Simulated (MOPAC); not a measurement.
# How the settings of MOPAC move a run on MgTe

Simulated with MOPAC 23.2.5. This is a test of settings. The cell began as a measured structure and was relaxed with r2SCAN in plane waves (Ansatz 0.2.0). All runs are without spin polarisation.

The symmetry is P6_3mc (No. 186, hexagonal); a = 4.578 Å, c = 7.456 Å in the conventional setting, 33.82 Å³ an atom. Around Mg lie 4 Te at 2.80 Å; around Te lie 4 Mg at 2.80 Å.

The base run uses PM7 on a cluster of 72 atoms.

```
PM7 1SCF GRADIENTS AUX(PRECISION=6) THREADS=1
crystal as a cluster of 3x3x2 conventional cells

Mg 0.000000 1 2.642827 1 0.032788 1
Mg 2.288755 1 1.321413 1 3.760575 1
Te 0.000000 1 2.642827 1 2.837609 1
Te 2.288755 1 1.321413 1 6.565396 1
Mg 0.000000 1 2.642827 1 7.488363 1
Mg 2.288755 1 1.321413 1 11.216151 1
Te 0.000000 1 2.642827 1 10.293184 1
Te 2.288755 1 1.321413 1 14.020972 1
Mg -2.288755 1 6.607067 1 0.032788 1
Mg 0.000000 1 5.285654 1 3.760575 1
Te -2.288755 1 6.607067 1 2.837609 1
Te 0.000000 1 5.285654 1 6.565396 1
Mg -2.288755 1 6.607067 1 7.488363 1
Mg 0.000000 1 5.285654 1 11.216151 1
Te -2.288755 1 6.607067 1 10.293184 1
Te 0.000000 1 5.285654 1 14.020972 1
Mg -4.577510 1 10.571307 1 0.032788 1
Mg -2.288755 1 9.249894 1 3.760575 1
Te -4.577510 1 10.571307 1 2.837609 1
Te -2.288755 1 9.249894 1 6.565396 1
Mg -4.577510 1 10.571307 1 7.488363 1
Mg -2.288755 1 9.249894 1 11.216151 1
[... 36 lines left out ...]
Te 6.866266 1 6.607067 1 2.837609 1
Te 9.155021 1 5.285654 1 6.565396 1
Mg 6.866266 1 6.607067 1 7.488363 1
Mg 9.155021 1 5.285654 1 11.216151 1
Te 6.866266 1 6.607067 1 10.293184 1
Te 9.155021 1 5.285654 1 14.020972 1
Mg 4.577510 1 10.571307 1 0.032788 1
Mg 6.866266 1 9.249894 1 3.760575 1
Te 4.577510 1 10.571307 1 2.837609 1
Te 6.866266 1 9.249894 1 6.565396 1
Mg 4.577510 1 10.571307 1 7.488363 1
Mg 6.866266 1 9.249894 1 11.216151 1
Te 4.577510 1 10.571307 1 10.293184 1
Te 6.866266 1 9.249894 1 14.020972 1
Tv 13.732531 1 -0.000000 1 0.000000 1
Tv -6.866266 1 11.892721 1 0.000000 1
Tv 0.000000 1 0.000000 1 14.911150 1
```

Command: `mopac run.mop`. It took 2.5 s on 1 thread of Arm Neoverse V2, on a shared host, peak memory 0.024 GiB.

It converged with a gap of 10.15 eV. MOPAC's gap is a Hartree-Fock orbital gap, usually far wider than a measured one, and its energy is the heat of formation.

Each further run moved one setting: method (Hamiltonian); CUTOFP (reach of the lattice sums in Å); CHARGE (charge of the cell); cluster (size of the cluster in conventional cells). Changes are from the base run, which isn't itself converged in every setting; energies of another Hamiltonian, functional, basis or charge aren't compared.

| setting | how it ended | gap change (eV) | energy change (meV/atom) | time (s) |
| --- | --- | --- | --- | --- |
| method = AM1 | converged | -4.90 | – | 2.3 |
| CUTOFP = 10 | converged | -0.16 | 39.2 | 1.8 |
| method = RM1 | refused | – | – | 0.04 |
| CUTOFP = 40 | converged | -0.02 | 4.0 | 3 |
| CHARGE = 2 (poor on purpose) | refused | – | – | 0.04 |
| cluster = 1x1x1 (poor on purpose) | refused | – | – | 0.04 |

With method = RM1 nothing was computed: the Hamiltonian has no parameters for an element here. With CHARGE = 2 nothing was computed: the program refuses a charged unit cell. With cluster = 1x1x1 nothing was computed: the program stopped at its input check.

The end of the log, shortened, for method = RM1:

```
    NO.       ATOM           X           Y           Z
 DATA ARE NOT AVAILABLE FOR ELEMENT NO. 12
 DATA ARE NOT AVAILABLE FOR ELEMENT NO. 52
          SOME ELEMENTS HAVE BEEN SPECIFIED FOR WHICH
          NO PARAMETERS ARE AVAILABLE.  CALCULATION STOPPED.
          Parameters for some elements are missing
           Empirical Formula: Mg36 Te36  =    72 atoms
 *     Error and normal termination messages reported in this calculation     *
 * Parameters for some elements are missing                                   *
 * JOB ENDED NORMALLY                                                         *
 TOTAL JOB TIME:             0.00 SECONDS
 == MOPAC DONE ==
```

Spin-orbit coupling is left out, which matters wherever the heavy atoms make up the band edges.
